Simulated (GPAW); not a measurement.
# Sn (I4_1/amd) in GPAW: relaxation of cell and atoms with rSCAN+D4

Aim: the relaxation of cell and atoms of Sn with rSCAN+D4.

Everything below comes from runs of GPAW 26.7.0. Logs are shortened: lines on timing, memory, paths and dates and some standing lists are left out, and cuts for length are marked. The log counts tension as positive stress, the text compression.

## Step 1: Starting point

It takes space group I4_1/amd (No. 141, tetragonal). The conventional cell has a = 5.880 Å, b = 5.880 Å, c = 3.199 Å, α = 90.00°, β = 90.00°, γ = 90.00°. Sn (site symmetry -4m2) has 6 Sn at 3.05 to 3.20 Å as nearest neighbours.

## Step 2: Relaxation of cell and atoms, rSCAN+D4

File run.py:

```python
import spglib
from ase import Atoms
from ase.calculators.mixing import SumCalculator
from ase.filters import FrechetCellFilter
from ase.io import read, write
from ase.optimize import BFGS
from dftd4.ase import DFTD4
from gpaw import GPAW, PW

atoms = read('Sn.cif')
cell, positions, numbers = spglib.find_primitive(
    (atoms.cell[:], atoms.get_scaled_positions(), atoms.numbers), symprec=1e-4)
atoms = Atoms(numbers, cell=cell, scaled_positions=positions, pbc=True)

calc = GPAW(mode=PW(600),
            xc='MGGA_X_RSCAN+MGGA_C_RSCAN',
            kpts={'size': (7, 7, 7), 'gamma': True},
            occupations={'name': 'fermi-dirac', 'width': 0.05},
            nbands=24,
            convergence={'density': 1e-05, 'energy': 1e-05},
            maxiter=150,
            txt='gpaw.txt')
atoms.calc = SumCalculator([calc, DFTD4(method='rscan')])
opt = BFGS(FrechetCellFilter(atoms), trajectory='relax.traj', logfile='-')
done = opt.run(fmax=0.02, steps=40)
calc.write('gs.gpw')
write('result.traj', atoms)
print('Converged:', done)
print('Cell:', atoms.cell.cellpar().round(4))
print('Volume:', round(atoms.get_volume(), 4))
print(atoms.get_scaled_positions().round(5))
```

File Sn.cif:

```cif
data_Sn
_cell_length_a 5.88028091
_cell_length_b 5.88028091
_cell_length_c 3.19860398
_cell_angle_alpha 90.00000000
_cell_angle_beta 90.00000000
_cell_angle_gamma 90.00000000
_space_group_name_H-M_alt 'I4_1/amd'
_space_group_name_Hall 'I 4bw 2bw -1bw'
_space_group_IT_number 141
loop_
_space_group_symop_operation_xyz
'x,y,z'
'-y,x+1/2,z+1/4'
'-x+1/2,-y+1/2,z+1/2'
'y+1/2,-x,z+3/4'
'x,-y+1/2,-z+1/4'
'-y,-x,-z'
'-x+1/2,y,-z+3/4'
'y+1/2,x+1/2,-z+1/2'
'-x,-y+1/2,-z+1/4'
'y,-x,-z'
'x+1/2,y,-z+3/4'
'-y+1/2,x+1/2,-z+1/2'
'-x,y,z'
'y,x+1/2,z+1/4'
'x+1/2,-y+1/2,z+1/2'
'-y+1/2,-x,z+3/4'
'x+1/2,y+1/2,z+1/2'
'-y+1/2,x,z+3/4'
'-x,-y,z'
'y,-x+1/2,z+1/4'
'x+1/2,-y,-z+3/4'
'-y+1/2,-x+1/2,-z+1/2'
'-x,y+1/2,-z+1/4'
'y,x,-z'
'-x+1/2,-y,-z+3/4'
'y+1/2,-x+1/2,-z+1/2'
'x,y+1/2,-z+1/4'
'-y,x,-z'
'-x+1/2,y+1/2,z+1/2'
'y+1/2,x,z+3/4'
'x,-y,z'
'-y,-x+1/2,z+1/4'
loop_
_atom_site_label
_atom_site_type_symbol
_atom_site_symmetry_multiplicity
_atom_site_Wyckoff_symbol
_atom_site_fract_x
_atom_site_fract_y
_atom_site_fract_z
_atom_site_occupancy
Sn1 Sn 4 a 0.0000000000 0.0000000000 0.0000000000 1
```

Potentials or basis: GPAW PAW data sets (gpaw-data 1.2.1), pw.

On the command line:

```bash
OMP_NUM_THREADS=1 python run.py
```

gpaw.txt:

```text
__  _  _
 | _ |_)|_||  |
 |__||  | ||/\| - 26.7.0

Input parameters:
  mode=PW(ecut=600.0),
  convergence={'density': 1e-05, 'energy': 1e-05},
  kpts=MonkhorstPack(size=(7, 7, 7), gamma=True),
  maxiter=150,
  nbands=24,
  occupations=Occupations(name='fermi-dirac', width=0.05),
  xc=XC(name='MGGA_X_RSCAN+MGGA_C_RSCAN')

Diagonalizing LCAO Hamiltonian
Converting LCAO to pw mode

         Sn

       Sn

Atoms  # Å, Bohr magnetons
|   | symbol |        x |        y |        z |    initial magnetic moments |
|---|--------|----------|----------|----------|-----------------------------|
| 0 |     Sn | 0.000000 | 0.000000 | 0.000000 | ( 0.0000,  0.0000,  0.0000) |
| 1 |     Sn | 0.000000 | 2.940140 | 0.799651 | ( 0.0000,  0.0000,  0.0000) |

Unit cell  # Å
| periodic |         x |         y |         z |  lengths |     angles |
|----------|-----------|-----------|-----------|----------|------------|
|      yes | -2.940140 |  2.940140 |  1.599302 | 4.454954 |  97.404686 |
|      yes |  2.940140 | -2.940140 |  1.599302 | 4.454954 |  97.404686 |
|      yes |  2.940140 |  2.940140 | -1.599302 | 4.454954 | 137.923144 |

Number of symmetries: 8
Symmetry operations  # r_c * U_cc + t_c -> r_c
|   | kind |            matrix            |
|---|------|------------------------------|
| 0 |  σ   |  1, 1, 1,  0, 0,-1,  0,-1, 0 |
| 1 |  E   |  1, 0, 0,  0, 1, 0,  0, 0, 1 |
| 2 |  C2  |  0, 1, 0,  1, 0, 0, -1,-1,-1 |
| 3 |  S4  |  0, 0, 1, -1,-1,-1,  0, 1, 0 |
| 4 |  σ   |  0, 0,-1,  1, 1, 1, -1, 0, 0 |
| 5 |  C2  |  0,-1, 0, -1, 0, 0,  0, 0,-1 |
| 6 |  C2  | -1, 0, 0,  0,-1, 0,  1, 1, 1 |
| 7 |  S4  | -1,-1,-1,  0, 0, 1,  1, 0, 0 |
[... 162 lines left out ...]
|         20 |        17.718 |     0.000 |
|         21 |        18.461 |     0.000 |
|        ... |               |           |
|         23 |        18.887 |     0.000 |

No gap
No difference between direct/indirect transitions

Stress tensor  # eV/Ang^3
|        x |         y |         z |
|----------|-----------|-----------|
| 0.004125 |  0.000000 |  0.000000 |
| 0.000000 |  0.004125 | -0.000000 |
| 0.000000 | -0.000000 | -0.003337 |

Forces  # eV/Ang
|       x |       y |        z |
|---------|---------|----------|
| 0.00000 | 0.00000 | -0.00000 |  # Sn   0
| 0.00000 | 0.00000 | -0.00000 |  # Sn   1

Interpolating wave functions to new cell

         Sn

       Sn

Atoms  # Å, Bohr magnetons
|   | symbol |         x |         y |         z |    initial magnetic moments |
|---|--------|-----------|-----------|-----------|-----------------------------|
| 0 |     Sn | -0.000000 | -0.000000 | -0.000000 | ( 0.0000,  0.0000,  0.0000) |
| 1 |     Sn | -0.000000 |  2.934288 |  0.799227 | ( 0.0000,  0.0000,  0.0000) |

Unit cell  # Å
| periodic |         x |         y |         z |  lengths |     angles |
|----------|-----------|-----------|-----------|----------|------------|
|      yes | -2.934288 |  2.934288 |  1.598454 | 4.446926 |  97.423676 |
|      yes |  2.934288 | -2.934288 |  1.598454 | 4.446926 |  97.423676 |
|      yes |  2.934288 |  2.934288 | -1.598454 | 4.446926 | 137.866974 |

Number of symmetries: 8
Symmetry operations  # r_c * U_cc + t_c -> r_c
|   | kind |            matrix            |
|---|------|------------------------------|
| 0 |  σ   |  1, 1, 1,  0, 0,-1,  0,-1, 0 |
| 1 |  E   |  1, 0, 0,  0, 1, 0,  0, 0, 1 |
| 2 |  C2  |  0, 1, 0,  1, 0, 0, -1,-1,-1 |
| 3 |  S4  |  0, 0, 1, -1,-1,-1,  0, 1, 0 |
| 4 |  σ   |  0, 0,-1,  1, 1, 1, -1, 0, 0 |
| 5 |  C2  |  0,-1, 0, -1, 0, 0,  0, 0,-1 |
| 6 |  C2  | -1, 0, 0,  0,-1, 0,  1, 1, 1 |
| 7 |  S4  | -1,-1,-1,  0, 0, 1,  1, 0, 0 |
[... 164 lines left out ...]
|         20 |        17.796 |     0.000 |
|         21 |        18.522 |     0.000 |
|        ... |               |           |
|         23 |        18.927 |     0.000 |

No gap
No difference between direct/indirect transitions

Stress tensor  # eV/Ang^3
|         x |        y |         z |
|-----------|----------|-----------|
|  0.002448 | 0.000000 | -0.000000 |
|  0.000000 | 0.002448 |  0.000000 |
| -0.000000 | 0.000000 | -0.004372 |

Forces  # eV/Ang
|       x |       y |        z |
|---------|---------|----------|
| 0.00000 | 0.00000 |  0.00000 |  # Sn   0
| 0.00000 | 0.00000 | -0.00000 |  # Sn   1

Interpolating wave functions to new cell

         Sn

       Sn

Atoms  # Å, Bohr magnetons
|   | symbol |         x |        y |         z |    initial magnetic moments |
|---|--------|-----------|----------|-----------|-----------------------------|
| 0 |     Sn | -0.000000 | 0.000000 | -0.000000 | ( 0.0000,  0.0000,  0.0000) |
| 1 |     Sn | -0.000000 | 2.905738 |  0.797653 | ( 0.0000,  0.0000,  0.0000) |
[... 192 lines left out ...]
Stress tensor  # eV/Ang^3
|         x |         y |         z |
|-----------|-----------|-----------|
| -0.006330 |  0.000000 |  0.000000 |
|  0.000000 | -0.006330 |  0.000000 |
|  0.000000 |  0.000000 | -0.009396 |

Forces  # eV/Ang
|       x |        y |        z |
|---------|----------|----------|
| 0.00000 | -0.00000 | -0.00000 |  # Sn   0
| 0.00000 | -0.00000 | -0.00000 |  # Sn   1

Interpolating wave functions to new cell

         Sn

       Sn

Atoms  # Å, Bohr magnetons
|   | symbol |         x |        y |         z |    initial magnetic moments |
|---|--------|-----------|----------|-----------|-----------------------------|
| 0 |     Sn | -0.000000 | 0.000000 | -0.000000 | ( 0.0000,  0.0000,  0.0000) |
| 1 |     Sn | -0.000000 | 2.906446 |  0.798139 | ( 0.0000,  0.0000,  0.0000) |
[... 191 lines left out ...]
Stress tensor  # eV/Ang^3
|         x |         y |         z |
|-----------|-----------|-----------|
| -0.005985 |  0.000000 |  0.000000 |
|  0.000000 | -0.005985 | -0.000000 |
|  0.000000 | -0.000000 | -0.008914 |

Forces  # eV/Ang
|       x |        y |        z |
|---------|----------|----------|
| 0.00000 |  0.00000 |  0.00000 |  # Sn   0
| 0.00000 | -0.00000 | -0.00000 |  # Sn   1

Interpolating wave functions to new cell

         Sn

       Sn

Atoms  # Å, Bohr magnetons
|   | symbol |         x |        y |         z |    initial magnetic moments |
|---|--------|-----------|----------|-----------|-----------------------------|
| 0 |     Sn | -0.000000 | 0.000000 | -0.000000 | ( 0.0000,  0.0000,  0.0000) |
| 1 |     Sn | -0.000000 | 2.906089 |  0.800776 | ( 0.0000,  0.0000,  0.0000) |
[... 191 lines left out ...]
Stress tensor  # eV/Ang^3
|         x |         y |         z |
|-----------|-----------|-----------|
| -0.005425 | -0.000000 |  0.000000 |
| -0.000000 | -0.005425 | -0.000000 |
|  0.000000 | -0.000000 | -0.006903 |

Forces  # eV/Ang
|        x |       y |        z |
|----------|---------|----------|
| -0.00000 | 0.00000 | -0.00000 |  # Sn   0
|  0.00000 | 0.00000 |  0.00000 |  # Sn   1

Interpolating wave functions to new cell

         Sn

       Sn

Atoms  # Å, Bohr magnetons
|   | symbol |         x |        y |         z |    initial magnetic moments |
|---|--------|-----------|----------|-----------|-----------------------------|
| 0 |     Sn | -0.000000 | 0.000000 | -0.000000 | ( 0.0000,  0.0000,  0.0000) |
| 1 |     Sn | -0.000000 | 2.903895 |  0.802026 | ( 0.0000,  0.0000,  0.0000) |
[... 191 lines left out ...]
Stress tensor  # eV/Ang^3
|         x |         y |         z |
|-----------|-----------|-----------|
| -0.005804 |  0.000000 | -0.000000 |
|  0.000000 | -0.005804 |  0.000000 |
| -0.000000 |  0.000000 | -0.006267 |

Forces  # eV/Ang
|       x |       y |       z |
|---------|---------|---------|
| 0.00000 | 0.00000 | 0.00000 |  # Sn   0
| 0.00000 | 0.00000 | 0.00000 |  # Sn   1

# Writing to gs.gpw (mode='')
```

It took 16 min on 1 thread of Intel Xeon Platinum 8259CL at 2.50GHz (Skylake/Cascade Lake), shared host; peak memory 0.74 GiB.

Results:

- Free energy: -75.6167 eV
- Relaxed volume: 27.05 Å³/atom
- Relaxed cell: a = 4.409 Å, b = 4.409 Å, c = 4.409 Å, α = 97.61°, β = 97.61°, γ = 137.33°
- Space group after relaxing (to 0.05 Å): I4_1/amd (No. 141)
- Energy gained by relaxing: 3.5 meV/atom
- Ionic steps: 6
- Pressure after relaxing: 0.0 GPa
- Band gap on the k mesh: none (metal or under the smearing width)
- Dispersion energy per atom: -0.177 eV

The path:
```csv
step,energy change (eV),largest force (eV/Å),pressure (GPa),volume (Å³)
1,0.0000,0.0000,-1.22,55.30
2,-0.0021,0.0000,-0.99,55.05
3,-0.0065,0.0000,0.17,53.88
4,-0.0066,0.0000,0.11,53.94
5,-0.0069,0.0000,-0.05,54.10
6,-0.0070,0.0000,-0.05,54.11
```

Final structure:
```
Sn
1.0
    -2.90390    2.90390    1.60405
     2.90390   -2.90390    1.60405
     2.90390    2.90390   -1.60405
Sn
2
Direct
  0.00000 0.00000 0.00000
  0.75000 0.25000 0.50000
```

Levels at points of the mesh, in eV from the Fermi level:
```csv
k point,band 11,band 12,band 13,band 14,band 15,band 16,band 17,band 18
"(0.00, 0.00, 0.00)",-11.62,-3.42,-2.06,-2.06,3.44,6.75,6.75,7.07
```

Caveat: later steps reuse the first step's grids; the PAW data sets were made with another functional, which shifts forces and pressure a little; pairwise dispersion overbinds metals, which lowers pressure and volume.
